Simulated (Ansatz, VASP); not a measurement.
**ZnSe (Stilleite): VASP beside Ansatz**

Aim: how closely do two programs agree when they are given the same cell, functional and k mesh? The cell is taken from a series of VASP runs on this material, whose earlier steps may have relaxed, scaled or displaced it; both programs get it as it stands.

Main program and level: Ansatz 0.2.0; plane waves, with VASP 6.6.1 beside it; band structure at PBE, single point at PBE and band structure at PBE, spin-orbit coupling.

### 1. The structure

Symmetry: F-43m, No. 216, cubic system. The conventional cell has a = 5.735 Å, b = 5.735 Å, c = 5.735 Å, α = 90.00°, β = 90.00°, γ = 90.00°. Zn has 4 Se at 2.48 Å nearest. Se has 4 Zn at 2.48 Å nearest. Farther neighbours and most contacts between anions are not listed.

As a file:

```cif
data_structure
_symmetry_space_group_name_H-M 'F-43m'
_symmetry_Int_Tables_number 216
_cell_length_a 5.7351
_cell_length_b 5.7351
_cell_length_c 5.7351
_cell_angle_alpha 90.000
_cell_angle_beta 90.000
_cell_angle_gamma 90.000
_cell_volume 188.64
loop_
_atom_site_label
_atom_site_type_symbol
_atom_site_symmetry_multiplicity
_atom_site_Wyckoff_symbol
_atom_site_fract_x
_atom_site_fract_y
_atom_site_fract_z
_atom_site_occupancy
Zn1 Zn 4 a 0.00000 0.00000 0.00000 1
Se1 Se 4 d 0.25000 0.25000 0.75000 1
```

### 2. Ansatz: band structure, PBE

Ansatz runs on its default PAW (the set named soft_2) files.

Levels along a path test the potential and the projectors away from the mesh points.

Contents of input.yaml:

```yaml
crystal:
  lattice:
    - [0.0, 2.8675528976, 2.8675528976]
    - [2.8675528976, 0.0, 2.8675528976]
    - [2.8675528976, 2.8675528976, 0.0]
  atoms:
    - { symbol: Zn, position: [0.0, 0.0, 0.0] }
    - { symbol: Se, position: [0.25, 0.25, 0.25] }
hamiltonian:
  xc: pbe
  pseudopotentials: { kind: paw }
kpoints:
  mp_grid: { grid: [7, 7, 7] }
  band_path:
    path:
      - [0.0, 0.0, 0.0]
      - [0.16667, 0.0, 0.16667]
      - [0.33333, 0.0, 0.33333]
      - [0.5, 0.0, 0.5]
      - [0.5, 0.08333, 0.58333]
      - [0.5, 0.18333, 0.68333]
      - [0.5, 0.25, 0.75]
      - [0.45, 0.3, 0.75]
      - [0.40833, 0.34167, 0.75]
      - [0.35, 0.35, 0.7]
      - [0.225, 0.225, 0.45]
      - [0.075, 0.075, 0.15]
      - [0.03333, 0.03333, 0.03333]
      - [0.23333, 0.23333, 0.23333]
      - [0.4, 0.4, 0.4]
      - [0.51667, 0.46667, 0.51667]
      - [0.55833, 0.38333, 0.55833]
      - [0.60833, 0.28333, 0.60833]
      - [0.60833, 0.25, 0.64167]
      - [0.55833, 0.25, 0.69167]
      - [0.51667, 0.25, 0.73333]
      - [0.5, 0.3, 0.7]
      - [0.5, 0.38333, 0.61667]
      - [0.5, 0.48333, 0.51667]
      - [0.475, 0.475, 0.55]
      - [0.425, 0.425, 0.65]
      - [0.38333, 0.38333, 0.73333]
      - [0.59167, 0.18333, 0.59167]
      - [0.55, 0.1, 0.55]
      - [0.5, 0.0, 0.5]
    npoints: 1
scf:
  occupations: { method: gaussian, width: 0.05 }
  n_extra_bands: 7
output:
  forces: true
  stress: true
  eigenvalues: true
  write_density: true
  write_potential: true
  elf: true
  volumetric_format: npy
```

On the command line:

```console
ansatz run input.yaml --threads 2 --pin off --max-ram 4608MiB --backend cpu --events-out ev --progress --plain --runs-dir out
```

Numbers of over 12 decimals in the logs are rounded to 6 here.

Output:

```text
scf.n_extra_bands = 7 over 14 filled bands (N_el = 28.0): the run solves 21 bands
Engine: ansatz 0.2.0, x86_64-unknown-linux-gnu
Pseudopotentials: kind: paw
Pseudopotential: Zn, paw, valence charge 12, recommended cutoff 420 eV (normal), Zn.paw.azcp
Pseudopotential: Se, paw, valence charge 16, recommended cutoff 420 eV (normal), Se.paw.azcp
Functional definition: PBE
  parameter kappa = 0.804
  parameter beta = 0.066725
  exchange = pbe_x(kappa = kappa, mu = beta*pi^2/3)
  correlation = pbe_c(beta = beta)
Crystal: 2 atoms, lattice volume = 47.159 Å³
Basis set: ecut = 420 eV, 941 PW (Γ), exchange–correlation on 60×60×60 points (8 copies of the dense FFT grid, shifted against one another)
Bands: 21, of which v1, the nominal top of the filled ones, is band 14 counted from 1 (13 counted from 0)
Symmetry: 24 space group operations
Space group: F-43m (ITA 216), of the structure as read, at distance tolerance 3.6e-5 Å
k-points: 20 of 343 (time reversal used)
Non-local potential: Zn, projectors of the file, l = 0: 2, l = 1: 2, l = 2: 3, l = 3: 1
Non-local potential: Se, projectors of the file, l = 0: 2, l = 1: 2, l = 2: 3, l = 3: 1
PAW form: soft (Blöchl's): semilocal exchange-correlation on the pseudo side does not see the compensation charge
PAW one-centre angular grid: Zn, 590 points (default); XC on 64 Gauss nodes
PAW one-centre angular grid: Se, 590 points (default); XC on 64 Gauss nodes
Initial density: superposition of atomic densities (neutral atoms: chi_scale 0, normalization atom), corrected by the library's trained network
Initial wavefunctions: pseudopotential atomic-orbital guess
Functional: x = pbe(κ = 0.804, μ = 0.219515), c = pbe(β = 0.066725)
SCF iter   1: F=—  HF=-8789.535274 eV  |F-HF|=—  |Δ(HF+E_count)|=         —  Δρ=7.60e-4  dr2=4.50e-4  ethr=1.77e-3  ⟨swp⟩=6.0  Hψ=2094  notcnv=0
preconditioner: auto → none  [insulator: Δε(μ)=1.140 eV  Ē_g=14.220 eV  σ=0.050 eV  W_gap=1.00  n_scr=14 (ndim 8)  ℏωp=22.9 eV  f_vac=0.132  D(μ)=0.00/eV (n_scr^D=0)  ε∞_Penn≈3.6]
SCF iter   2: F=—  HF=-8789.535115 eV  |F-HF|=—  |Δ(HF+E_count)|=   1.60e-4  Δρ=4.68e-4  dr2=5.50e-5  ethr=1.61e-6  ⟨swp⟩=2.5  Hψ=724  notcnv=0  defer=15
SCF iter   3: F=—  HF=-8789.535127 eV  |F-HF|=—  |Δ(HF+E_count)|=   1.22e-5  Δρ=1.85e-4  dr2=1.10e-5  ethr=1.97e-7  ⟨swp⟩=2.0  Hψ=532  notcnv=0  defer=15
SCF iter   4: F=—  HF=-8789.535131 eV  |F-HF|=—  |Δ(HF+E_count)|=   4.05e-6  Δρ=7.48e-5  dr2=1.14e-6  ethr=3.93e-8  ⟨swp⟩=2.0  Hψ=532  notcnv=0  defer=15
iter 5 did not close the SCF: its close was put off for the readings that it lacked (scf_convergence_deferred on its scf_iter line)
SCF iter   5: F=-8789.535136 eV  HF=-8789.535136 eV  |F-HF|=4.00e-8  |Δ(HF+E_count)|=   5.03e-6  Δρ=1.05e-5  dr2=5.96e-8  ethr=4.06e-9  ⟨swp⟩=2.0  Hψ=555  notcnv=0  defer=15
SCF iter   6: F=-8789.535136 eV  HF=-8789.535136 eV  |F-HF|=1.61e-9  |Δ(HF+E_count)|=   8.47e-9  Δρ=3.84e-6  dr2=5.86e-9  ethr=2.13e-10  ⟨swp⟩=8.5  Hψ=2642  notcnv=0
SCF 1 converged in 6 iterations: F = -8789.535136 eV  dr2 = 5.86e-9
  greatest PAW one-centre occupation: 1.000 electrons in one spin orbital (limit 2), on the Se atom at site 1 (counted from 0), in its partial waves of l = 2
NSCF: frozen V_eff on 30 k-points
SCF converged after 6 iterations
Free energy (F): -8789.535136 eV
Harris-Foulkes:  -8789.535136 eV  (|F-HF|=1.61e-9)
Internal energy: -8789.535136 eV  (E = F + TS)
E sigma→0 (E₀):  -8789.535136 eV
Fermi energy:    6.876618 eV
--- Per-component energies (eV) ---
  E_band       = -392.086478
  E_kinetic    = 249.315542
  E_local      = -4444.143025  (includes V_loc(G=0)·N_el)
  E_nonlocal   = 18.712537
  E_hartree    = 2056.303355
  E_xc         = -241.011061
  E_vxc        = -149.631052  (∫ρ·V_xc dr)
  E_paw        = -3739.795912  (= ΣΔE_a)
  E_vpaw       = -178.942132  (= ΣTr[D̂ρ^β])
  E_aug_tail   = -0.000932  (compensation charges beyond the density's cutoff)
  E_ewald      = -2688.915640
  E_smearing   = -0.000000  (= −TS)
  E_closure    = -0.000000  (closes the sum)
  Σ components = -8789.535136   (vs F -8789.535136, Δ=0.00e0)
--- Forces (eV/Å), atoms counted from 1 ---
  atom   1  Zn     0.00000000    -0.00000000    -0.00000000
  atom   2  Se    -0.00000000     0.00000000     0.00000000
  max |Σ_I F_I| component: 2.04e-16 eV/Å
--- Stress (GPa, compression-positive) ---
       -0.063641       0.000000      -0.000000
       -0.000000      -0.063641       0.000000
       -0.000000       0.000000      -0.063641
  P = ⅓ Tr σ = -0.0636 GPa (-0.636 kbar)
--- Band table (eV; the first three rows and the last of 20) ---
  k-point 0: bands = [... 10 lower, 0.2223, 6.3017, 6.3017, 6.3017, 7.4491, 12.1205, 12.1205, 12.1205, ... 3 higher]
  k-point 1: bands = [... 10 lower, 0.2210, 4.7640, 6.1210, 6.1210, 8.5803, 12.0631, 12.4230, 12.4230, ... 3 higher]
  k-point 2: bands = [... 10 lower, 0.2246, 2.9124, 5.7668, 5.7668, 8.9526, 12.7715, 12.7715, 13.1652, ... 3 higher]
  k-point 19: bands = [... 10 lower, 0.4760, 1.7886, 3.4418, 4.2778, 10.8827, 12.1072, 13.5409, 14.5568, ... 3 higher]
```

Run time: 1.4 s. Hardware: 2 threads of Intel Xeon 6975P-C (Granite Rapids), shared host; peak memory 0.39 GiB; 2.1 s of CPU time.

### 3. VASP: band structure, PBE

The same cell, functional, mesh and smearing now go to VASP, with its own data sets and cutoff.

Lines of VASP's logs that name or quote its potential files are left out, and so is its time.

Contents of INCAR:

```
SYSTEM = ZnSe
PREC = Accurate
ENCUT = 400
EDIFF = 1E-06
NELM = 100
ISMEAR = 0
SIGMA = 0.05
LREAL = .FALSE.
ALGO = Normal
GGA = PE
NBANDS = 21
LORBIT = 11
LWAVE = .FALSE.
LCHARG = .FALSE.
KPAR = 2
```

Contents of POSCAR:

```
ZnSe
1.0
    0.0000000000      2.8675528976      2.8675528976
    2.8675528976      0.0000000000      2.8675528976
    2.8675528976      2.8675528976      0.0000000000
Zn Se
1 1
Direct
    0.0000000000      0.0000000000      0.0000000000
    0.2500000000      0.2500000000      0.2500000000
```

Contents of KPOINTS:

```
Automatic mesh
0
Gamma
7 7 7
0 0 0
```

Contents of KPOINTS_OPT:

```
Line mode
16
Line-mode
Reciprocal
  0.00000000   0.00000000   0.00000000 GAMMA
  0.50000000   0.00000000   0.50000000 X

  0.50000000   0.00000000   0.50000000 X
  0.50000000   0.25000000   0.75000000 W

  0.50000000   0.25000000   0.75000000 W
  0.37500000   0.37500000   0.75000000 K

  0.37500000   0.37500000   0.75000000 K
  0.00000000   0.00000000   0.00000000 GAMMA

  0.00000000   0.00000000   0.00000000 GAMMA
  0.50000000   0.50000000   0.50000000 L

  0.50000000   0.50000000   0.50000000 L
  0.62500000   0.25000000   0.62500000 U

  0.62500000   0.25000000   0.62500000 U
  0.50000000   0.25000000   0.75000000 W

  0.50000000   0.25000000   0.75000000 W
  0.50000000   0.50000000   0.50000000 L

  0.50000000   0.50000000   0.50000000 L
  0.37500000   0.37500000   0.75000000 K

  0.62500000   0.25000000   0.62500000 U
  0.50000000   0.00000000   0.50000000 X
```

The projector-augmented-wave data sets are Zn and Se (PBE family, release 64).

On the command line:

```console
mpirun -np 2 vasp_std
```

Output:

```text
[banner, memory and clock lines left out]
running    2 mpi-ranks, on    1 nodes
 distrk:  each k-point on    1 cores,    2 groups
 distr:  one band on    1 cores,    1 groups

 POSCAR found type information on POSCAR ZnSe
 POSCAR found :  2 types and       2 ions
 LDA part: xc-table for (Slater+PW92), standard interpolation
 POSCAR, INCAR and KPOINTS ok, starting setup
 FFT: planning ... GRIDC
 FFT: planning ... GRID_SOFT
 FFT: planning ... GRID
 WAVECAR not read
 entering main loop
       N       E                     dE             d eps       ncg     rms          rms(c)
DAV:   1     0.967585827512E+02    0.96759E+02   -0.71186E+03   848   0.812E+02
DAV:   2     0.134871088986E+01   -0.95410E+02   -0.86156E+02   875   0.206E+02
DAV:   3    -0.623889936235E+01   -0.75876E+01   -0.75061E+01   991   0.565E+01
DAV:   4    -0.632004879178E+01   -0.81149E-01   -0.81111E-01   968   0.596E+00
DAV:   5    -0.632031592904E+01   -0.26714E-03   -0.26713E-03   980   0.338E-01    0.447E+00
DAV:   6    -0.604826470388E+01    0.27205E+00   -0.35549E-01  1097   0.175E+01    0.342E+00
DAV:   7    -0.602828849149E+01    0.19976E-01   -0.11325E-01   985   0.246E+00    0.147E+00
DAV:   8    -0.602803021536E+01    0.25828E-03   -0.38388E-03  1125   0.578E-01    0.430E-01
DAV:   9    -0.602828409857E+01   -0.25388E-03   -0.10945E-03   940   0.198E-01    0.681E-02
DAV:  10    -0.602839574913E+01   -0.11165E-03   -0.16957E-04   955   0.726E-02    0.229E-02
DAV:  11    -0.602838616290E+01    0.95862E-05   -0.25591E-05   990   0.342E-02    0.503E-03
DAV:  12    -0.602838738263E+01   -0.12197E-05   -0.41238E-06   940   0.964E-03    0.236E-03
DAV:  13    -0.602838756826E+01   -0.18563E-06   -0.24662E-07   820   0.370E-03
   1 F= -.60283876E+01 E0= -.60283876E+01  d E =-.945240E-19
 Start KPOINTS_OPT (optional k-point list driver)
k-point batch [1-20\160]
       N       E                     dE             ncg
DAV:   1     0.503354921190E+03   -0.59252E+04      845
DAV:   2    -0.134252766506E+04   -0.18459E+04      890
DAV:   3    -0.148956594042E+04   -0.14704E+03      956
DAV:   4    -0.149102448104E+04   -0.14585E+01     1023
DAV:   5    -0.149102881481E+04   -0.43338E-02      963
DAV:   6    -0.149102883834E+04   -0.23533E-04     1029
DAV:   7    -0.149102883850E+04   -0.15361E-06      779
[...]
k-point batch [141-160\160]
       N       E                     dE             ncg
DAV:   1     0.397397990884E+03   -0.10678E+05      840
DAV:   2    -0.144903152140E+04   -0.18464E+04      868
DAV:   3    -0.159285759353E+04   -0.14383E+03     1058
DAV:   4    -0.159428814851E+04   -0.14306E+01      955
DAV:   5    -0.159429262908E+04   -0.44806E-02      966
DAV:   6    -0.159429265538E+04   -0.26310E-04      963
DAV:   7    -0.159429265557E+04   -0.18731E-06      794
```

Parts of OUTCAR (step 3):

```text
ion  position               nearest neighbor table
   1  0.000  0.000  0.000-   2 2.48   2 2.48   2 2.48   2 2.48
   2  0.250  0.250  0.250-   1 2.48   1 2.48   1 2.48   1 2.48

  LATTYP: Found a face centered cubic cell.
 ALAT       =     5.7351057952

 Subroutine GETGRP returns: Found 24 space group operations
 (whereof 24 operations were pure point group operations)

The static configuration has the point symmetry T_d .

 Found     20 irreducible k-points:

   k-points           NKPTS =     20   k-points in BZ     NKDIM =     20   number of bands    NBANDS=     21

   dimension x,y,z NGX =    28 NGY =   28 NGZ =   28
   dimension x,y,z NGXF=    56 NGYF=   56 NGZF=   56

   ENCUT  =  400.0 eV  29.40 Ry    5.42 a.u.   6.61  6.61  6.61*2*pi/ulx,y,z

   NELECT =      18.0000    total number of electrons

 k-points in reciprocal lattice and weights: Automatic mesh
   0.00000000  0.00000000  0.00000000       0.003
   0.14285714  0.00000000  0.00000000       0.023
   0.28571429  0.00000000  0.00000000       0.023
   0.42857143  0.00000000  0.00000000       0.023
   0.14285714  0.14285714  0.00000000       0.017
   0.28571429  0.14285714  0.00000000       0.070
   0.42857143  0.14285714  0.00000000       0.070
  -0.42857143  0.14285714  0.00000000       0.070
  -0.28571429  0.14285714  0.00000000       0.070
[...]
-0.42857143  0.42857143  0.14285714       0.070
  -0.28571429  0.42857143  0.14285714       0.070

 average (electrostatic) potential at core
       1 -37.3093       2 -56.1958

 E-fermi :   1.6149

 k-point     1 :       0.0000    0.0000    0.0000
  band No.  band energies     occupation
    ...
      5      -4.7676      2.00000
      6      -4.7676      2.00000
      7       1.3170      2.00000
      8       1.3170      2.00000
      9       1.3170      2.00000
     10       2.4635      0.00000
     11       7.1240      0.00000
     12       7.1240      0.00000
     13       7.1240      0.00000
     14      11.1056      0.00000
    ...

 k-point     2 :       0.1429    0.0000    0.0000
  band No.  band energies     occupation
    ...
      5      -4.7690      2.00000
      6      -4.7690      2.00000
      7      -0.2232      2.00000
      8       1.1360      2.00000
      9       1.1360      2.00000
     10       3.5951      0.00000
     11       7.0724      0.00000
     12       7.4266      0.00000
     13       7.4267      0.00000
     14      11.8455      0.00000
    ...

 k-point     3 :       0.2857    0.0000    0.0000
  band No.  band energies     occupation
    ...
      5      -4.7651      2.00000
      6      -4.7651      2.00000
      7      -2.0760      2.00000
      8       0.7816      2.00000
      9       0.7816      2.00000
     10       3.9639      0.00000
     11       7.7751      0.00000
     12       7.7751      0.00000
     13       8.1836      0.00000
     14      11.8105      0.00000
    ...

  Total       -0.0192054     -0.0192054     -0.0192054      0.0000000     -0.0000000      0.0000000
  in kB       -0.6524832     -0.6524832     -0.6524832      0.0000000     -0.0000000      0.0000000
  external PRESSURE =      -0.6524832 kB  Pullay stress =       0.0000000 kB

  energy-cutoff  :      400.00
  volume of cell :       47.16
      direct lattice vectors                 reciprocal lattice vectors
     0.000000000  2.867552898  2.867552898    -0.174364700  0.174364700  0.174364700
     2.867552898  0.000000000  2.867552898     0.174364700 -0.174364700  0.174364700
     2.867552898  2.867552898  0.000000000     0.174364700  0.174364700 -0.174364700

 POSITION                                       TOTAL-FORCE (eV/Angst)
 -----------------------------------------------------------------------------------
      0.00000      0.00000      0.00000        -0.000000      0.000000      0.000000
      1.43378      1.43378      1.43378         0.000000     -0.000000     -0.000000
 -----------------------------------------------------------------------------------
    total drift:                               -0.000002     -0.000002     -0.000001

  FREE ENERGIE OF THE ION-ELECTRON SYSTEM (eV)
  ---------------------------------------------------
  free  energy   TOTEN  =        -6.0283875683 eV

  energy  without entropy=       -6.0283875683  energy(sigma->0) =       -6.02838757

 total charge
# of ion       s       p       d       tot
------------------------------------------
    1        0.526   0.420   9.782  10.728
    2        1.438   2.409   0.027   3.874
--------------------------------------------------
tot          1.964   2.829   9.809  14.603

[... 3 further parts left out ...]
```

Spin-orbit coupling is off here; it would split degenerate levels, and it lifts a valence top of Se p states by about 0.1 eV.

### 4. Differences

Known differences besides the potentials themselves: the data sets hold 28 valence electrons in Ansatz (default PAW (the set named soft_2) files) and 18 in VASP; the cutoff is 420 eV in Ansatz and 400 eV in VASP; VASP leaves aspherical gradient terms in its spheres out (LASPH is not set), Ansatz keeps them. Total energies have different zeros and are not compared.

Both answers:

```csv
quantity,Ansatz,VASP,difference
pressure (GPa),-0.06,-0.07,0.00
pressure without Ansatz's Pulay correction (GPa),-0.11,-0.07,-0.05
gap over the path points (eV),1.147,1.146,+0.001
```

Levels at points of the path, from each program's valence-band top (eV; 4 filled, then empty):

```
k (reciprocal lattice)                                   Ansatz                                     VASP
     0.000 0.000 0.000      -6.08 0.00 0.00 0.00 1.15 5.82 5.82      -6.08 0.00 0.00 0.00 1.15 5.81 5.81
     0.167 0.000 0.167   -6.07 -1.84 -0.65 -0.65 3.12 4.71 6.88   -6.07 -1.84 -0.65 -0.65 3.12 4.70 6.87
     0.333 0.000 0.333   -6.05 -3.68 -1.64 -1.64 3.48 3.87 8.78   -6.05 -3.68 -1.64 -1.64 3.48 3.87 8.79
     0.500 0.000 0.500  -5.91 -4.60 -2.06 -2.06 3.07 3.46 10.47  -5.92 -4.60 -2.06 -2.06 3.06 3.45 10.48
     0.500 0.083 0.583   -5.88 -4.58 -2.21 -2.18 3.47 3.83 9.77   -5.89 -4.58 -2.21 -2.18 3.46 3.82 9.77
     0.500 0.183 0.683   -5.82 -4.53 -2.53 -2.43 4.75 4.92 7.81   -5.83 -4.53 -2.53 -2.44 4.74 4.91 7.80
     0.500 0.250 0.750   -5.81 -4.51 -2.62 -2.50 5.39 5.48 6.89   -5.81 -4.52 -2.62 -2.50 5.38 5.48 6.88
     0.450 0.300 0.750   -5.82 -4.52 -2.79 -2.16 4.58 5.53 7.49   -5.82 -4.53 -2.79 -2.16 4.57 5.53 7.49
     0.408 0.342 0.750   -5.83 -4.54 -2.89 -1.80 3.83 5.52 8.41   -5.84 -4.54 -2.89 -1.81 3.82 5.52 8.41
     0.350 0.350 0.700   -5.85 -4.52 -2.98 -1.54 3.75 6.01 8.63   -5.85 -4.53 -2.99 -1.54 3.74 6.01 8.63
```

Among the levels compared at these points, filled levels agree within 5 meV and empty ones within 12 meV. Ansatz's pressure holds a Pulay correction of 0.05 GPa; VASP's holds none.

### 5. Ansatz: single point, PBE

A single point gives forces, pressure and levels at one fixed geometry, so differences don't come from the geometry; what else differs is listed under the comparison.

The cell is taken from a series of VASP runs on this material, whose earlier steps may have relaxed, scaled or displaced it; both programs get it as it stands.

input.yaml, the sections that differ from step 2:

```yaml
kpoints:
  mp_grid: { grid: [10, 10, 10] }
scf:
  occupations: { method: tetrahedron }
output:
  forces: true
  stress: true
# crystal, hamiltonian: as in step 2
```

On the command line:

```console
ansatz run input.yaml --threads 2 --pin off --max-ram 4608MiB --backend cpu --events-out ev --progress --plain --runs-dir out
```

Output:

```text
Warning: output.forces, output.stress, relax.cell or npt_langevin: where a Kohn–Sham band that disperses or a degenerate level is filled in part under the method tetrahedron, the forces or the stress that this run publishes need not agree with its energy (scf.occupations.method in the input reference, under Limitations); prefer a smearing scheme for the forces or the stress
[...]
--- Band table (eV; the first three rows and the last of 47) ---
  k-point 0: bands = [... 10 lower, 0.2227, 6.3003, 6.3003, 6.3003, 7.4485, 12.1202, 12.1202, 12.1202]
  k-point 1: bands = [... 10 lower, 0.2218, 5.3422, 6.2065, 6.2065, 8.2245, 12.0305, 12.2828, 12.2828]
  k-point 2: bands = [... 10 lower, 0.2215, 3.9918, 5.9808, 5.9808, 8.8702, 12.3240, 12.6113, 12.6113]
  k-point 46: bands = [... 10 lower, 0.4854, 1.7784, 3.7339, 3.8396, 11.2960, 11.3972, 13.7800, 14.3580]
[key lines of the parts left out:]
SCF converged after 5 iterations
Free energy (F): -8789.537001 eV
Fermi energy:    6.300346 eV
P = ⅓ Tr σ = -0.0675 GPa (-0.675 kbar)
```

Elapsed: 1.1 s, on 2 threads; peak memory 0.41 GiB; 1.8 s of CPU time.

The run ends at a pressure of -0.07 GPa.

[end of part 1 of 2]

[Lines on the potential files, build, host, timing and source positions are cut from VASP's logs without a mark.]

[Logs are printed without paths, hosts, clocks, repeated set-up lines and the standing remarks that a program may print on its own settings, such as how far it seeks lower states.]

[Hosts, paths, dates, database ids (printed as entryN), source tags and the programs' standing remarks are cut or masked in the printed files.]
